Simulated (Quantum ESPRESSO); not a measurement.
# KTaO3, cubic perovskite: the electronic dielectric constant against pressure

How does ε∞, from linear response (ph.x, fixed occupations, ions clamped), follow the pressure? The symmetry of the cell is held, so distortions that would lower it, which this phase may prefer, aren't tested.

Calculated with Quantum ESPRESSO 7.5, PBEsol, GBRV 1.5 ultrasoft potentials, cutoff 680 eV, Fermi–Dirac smearing 0.02 eV, k-mesh 7×7×7, no spin polarisation, no spin-orbit coupling.

Reference cell, relaxed at zero pressure with PBEsol (Pm-3m): a = 3.9869 Å, b = 3.9869 Å, c = 3.9869 Å, α = 90.00°, β = 90.00°, γ = 90.00°.

```
atom       x       y       z
  Ta  0.5000  0.5000  0.5000
   K  0.0000  0.0000  0.0000
   O  0.5000  0.5000  0.0000
   O  0.5000  0.0000  0.5000
   O  0.0000  0.5000  0.5000
```

| pressure (GPa) | V (Å³/atom) | ε∞ | gap (eV) |
| --- | --- | --- | --- |
| −4 | 12.935 | 5.512 | 2.090 |
| 0 | 12.675 | 5.468 | 2.133 |
| 5 | 12.386 | 5.423 | 2.181 |
| 10 | 12.128 | 5.385 | 2.223 |
| 15 | 11.897 | 5.355 | 2.261 |
| 30 | 11.317 | 5.291 | 2.354 |

**Question.** Give the ε∞ and the long-wavelength refractive index at x = 20, a row left out above (x is the first column).

Least squares with ε = e0 + e1 x + e2 x² gives e0 = 5.4696, e1 = −0.0096541 and e2 = 0.0001239. At x = 20 this is 5.326, so n = √ε = 2.308. The run itself gives 5.330, so the estimate misses by 0.004, more than the largest misfit of the fitted rows (0.002).

Along the table the mean ε∞ rises wherever the smallest gap falls, which need not be its cause. Semilocal functionals tend to give ε∞ too large, the k-mesh wasn't converged for it (a zone-centred mesh of this size overestimates it where the gap is small), and polar lattice vibrations add to the static constant, which isn't calculated here.

[Logs are printed without paths, hosts, clocks, repeated set-up lines and the standing remarks that a program may print on its own settings, such as how far it seeks lower states.]
